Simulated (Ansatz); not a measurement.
How the vibrations of WC change with volume

Computed with Ansatz, DFT PBEsol, scalar-relativistic, plane waves, PAW. Settings: 420 eV plane-wave cutoff, Γ-centred 18×18×14 mesh, Fermi-Dirac smearing of 0.15 eV. No spin polarisation. Phonons by linear response, acoustic sum rule imposed.

Equilibrium structure at this level:
```xyz
2
Lattice="2.8994 0.0000 0.0000 -1.4497 2.5109 0.0000 0.0000 0.0000 2.8265" Properties=species:S:1:pos:R:3 pbc="T T T"
W     0.0000    0.0000    0.0000
C     1.4497    0.8370    1.4133
```

In a metal, frequencies depend on the k mesh and the smearing, soft modes most. Spin–orbit coupling is left out, which can shift energies with elements as heavy as these.

Cells at 0.98 and 1.02 times the equilibrium volume were relaxed in shape and atoms; γ = −d ln ν / d ln V, modes matched by rank.

Problem. Give the optical frequencies at Γ (cm⁻¹) at the three volumes and the mode Grüneisen parameters.

Solution.
```csv
0.98 V,V,1.02 V,γ,degeneracy
618,591,565,2.24,1
642,622,603,1.55,2
```

Problem. What pressures hold the two strained cells, and what bulk modulus follows?

Solution. 8.56 GPa at 0.98 V and -7.70 GPa at 1.02 V, so B = −dP/d ln V ≈ 407 GPa.

Cost: 6 runs of about 2.8 core-minutes in all, on Intel Xeon 6975P-C (Granite Rapids) (shared hosts).